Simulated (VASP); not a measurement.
VASP 6.6.1 run: CdTe

INCAR

```
IBRION = -1
SIGMA = 0.02
ALGO = Fast
LCHARG = .FALSE.
LREAL = .FALSE.
ENCUT = 520
LWAVE = .FALSE.
NBANDS = 16
LASPH = .TRUE.
ISIF = 2
NELM = 120
PREC = Accurate
ISMEAR = -1
NSW = 0
EDIFF = 1E-7
METAGGA = RTPSS
```

KPOINTS

```
KPOINTS created by Atomic Simulation Environment
0
Gamma
6 6 6
0 0 0
```

POSCAR

```
Cd Te
 1.0000000000000000
     0.0000000000000000    3.4111533208000000    3.4111533208000000
     3.4111533208000000    0.0000000000000000    3.4111533208000000
     3.4111533208000000    3.4111533208000000    0.0000000000000000
 Cd  Te
   1   1
Cartesian
  0.0000000000000000  0.0000000000000000  0.0000000000000000
  1.7055766604000004  1.7055766604000004  1.7055766604000004
```

The recommended PBE PAW datasets give the neutral cell 18 valence electrons.

Command

```
mpirun -np 1 vasp_std
```

OSZICAR

```
N       E                     dE             d eps       ncg     rms          rms(c)
DAV:   1     0.182241266284E+03    0.18224E+03   -0.12708E+04   600   0.224E+04
DAV:   2     0.385597849315E+02   -0.14368E+03   -0.12824E+03   616   0.263E+02
DAV:   3     0.270235650790E+02   -0.11536E+02   -0.11328E+02   696   0.787E+01
DAV:   4     0.266547581398E+02   -0.36881E+00   -0.36845E+00   696   0.132E+01
DAV:   5     0.281405609168E+01   -0.23841E+02   -0.20903E+02   696   0.208E+00    0.142E+01
RMM:   6     0.312858551094E+02    0.28472E+02   -0.45719E+00   516   0.258E+01    0.523E+00
RMM:   7     0.313560040076E+02    0.70149E-01   -0.23754E-01   550   0.600E+00    0.286E+00
RMM:   8     0.313722835652E+02    0.16280E-01   -0.86183E-02   549   0.222E+00    0.111E+00
RMM:   9     0.313699539356E+02   -0.23296E-02   -0.91261E-03   586   0.963E-01    0.396E-01
RMM:  10     0.313688223005E+02   -0.11316E-02   -0.36000E-03   562   0.632E-01    0.122E-01
RMM:  11     0.313686520051E+02   -0.17030E-03   -0.39186E-04   584   0.178E-01    0.767E-02
RMM:  12     0.313685646725E+02   -0.87333E-04   -0.23516E-04   598   0.130E-01    0.420E-02
RMM:  13     0.313685515845E+02   -0.13088E-04   -0.59598E-05   588   0.713E-02    0.107E-02
RMM:  14     0.313685456535E+02   -0.59310E-05   -0.15258E-05   605   0.322E-02    0.691E-03
RMM:  15     0.313685444190E+02   -0.12346E-05   -0.50212E-06   588   0.165E-02    0.444E-03
RMM:  16     0.313685444853E+02    0.66320E-07   -0.10980E-06   521   0.778E-03    0.197E-03
RMM:  17     0.313685444814E+02   -0.38531E-08   -0.23013E-07   483   0.282E-03
   1 F= 0.31368544E+02 E0= 0.31368544E+02  d E =-.725002E-08
```

From OUTCAR

```
k-points           NKPTS =     16   k-points in BZ     NKDIM =     16   number of bands    NBANDS=     16

   NELECT =      18.0000    total number of electrons

   dimension x,y,z NGX =    36 NGY =   36 NGZ =   36
   dimension x,y,z NGXF=    72 NGYF=   72 NGZF=   72

  energy-cutoff  :      520.00
  volume of cell :       79.38
      direct lattice vectors                 reciprocal lattice vectors
     0.000000000  3.411153321  3.411153321    -0.146577991  0.146577991  0.146577991
     3.411153321  0.000000000  3.411153321     0.146577991 -0.146577991  0.146577991
     3.411153321  3.411153321  0.000000000     0.146577991  0.146577991 -0.146577991

 k-points in reciprocal lattice and weights: KPOINTS created by Atomic Simulation Env
   0.00000000  0.00000000  0.00000000       0.005
   0.16666667  0.00000000  0.00000000       0.037
   0.33333333  0.00000000  0.00000000       0.037
   0.50000000  0.00000000  0.00000000       0.019
   0.16666667  0.16666667  0.00000000       0.028
   0.33333333  0.16666667  0.00000000       0.111
   0.50000000  0.16666667  0.00000000       0.111
  -0.33333333  0.16666667  0.00000000       0.111
   ...

 E-fermi :   1.2898

 k-point     1 :       0.0000    0.0000    0.0000
  band No.  band energies     occupation
      1      -9.4893      2.00000
      2      -6.8693      2.00000
      3      -6.8693      2.00000
      4      -6.8693      2.00000
      5      -6.7061      2.00000
      6      -6.7061      2.00000
      7       0.9967      2.00000
      8       0.9967      2.00000
      9       0.9967      2.00000
     10       1.5609      0.00000
     11       5.8230      0.00000
     12       5.8230      0.00000
     13       5.8230      0.00000
     14       8.4153      0.00000
     15      10.2370      0.00000
     16      10.2370      0.00000

 k-point     2 :       0.1667    0.0000    0.0000
  band No.  band energies     occupation
      1      -9.4173      2.00000
      2      -6.8572      2.00000
      3      -6.8572      2.00000
      4      -6.8023      2.00000
      5      -6.7065      2.00000
      6      -6.7065      2.00000
      7      -0.5141      2.00000
      8       0.8305      2.00000
      9       0.8305      2.00000
     10       2.6545      0.00000
     11       5.8068      0.00000
     12       6.1009      0.00000
     13       6.1009      0.00000
     14       9.3973      0.00000
     15       9.5166      0.00000
     16       9.5166      0.00000

 k-point     3 :       0.3333    0.0000    0.0000
  band No.  band energies     occupation
      1      -9.2740      2.00000
      2      -6.8365      2.00000
      3      -6.8364      2.00000
      4      -6.7033      2.00000
      5      -6.7033      2.00000
      6      -6.6053      2.00000
      7      -2.0091      2.00000
      8       0.5428      2.00000
      9       0.5428      2.00000
     10       2.8891      0.00000
     11       6.3644      0.00000
     12       6.3644      0.00000
     13       7.0054      0.00000
     14       9.1914      0.00000
     15       9.8507      0.00000
     16       9.8507      0.00000

 ...

  Total       -1.6520182     -1.6520182     -1.6520182     -0.0000000      0.0000000     -0.0000000
  in kB      -33.3420041    -33.3420041    -33.3420041     -0.0000000      0.0000000     -0.0000000
  external PRESSURE =     -33.3420041 kB  Pullay stress =       0.0000000 kB

 POSITION                                       TOTAL-FORCE (eV/Angst)
 -----------------------------------------------------------------------------------
      0.00000      0.00000      0.00000        -0.000000      0.000000     -0.000000
      1.70558      1.70558      1.70558         0.000000     -0.000000      0.000000
 -----------------------------------------------------------------------------------
    total drift:                               -0.000002     -0.000002     -0.000002

  FREE ENERGIE OF THE ION-ELECTRON SYSTEM (eV)
  ---------------------------------------------------
  free  energy   TOTEN  =        31.3685444814 eV

  energy  without entropy=       31.3685444887  energy(sigma->0) =       31.36854449
```

It converged. Results: gap between bands v and c on the k mesh 0.56 eV; least direct gap on the k mesh 0.56 eV; pressure -3.3 GPa. Band v is the last that the valence electrons fill when counted band by band, and c is the next.

For comparison, a separate PBE run of the intended cell, on usual settings and not on those above, gives a gap of 0.32 eV on its mesh and a pressure of -2.5 GPa.

The run above took about 1.8 min on one core of a shared host (Intel Xeon Platinum 8488C) and held 0.21 GiB at most.
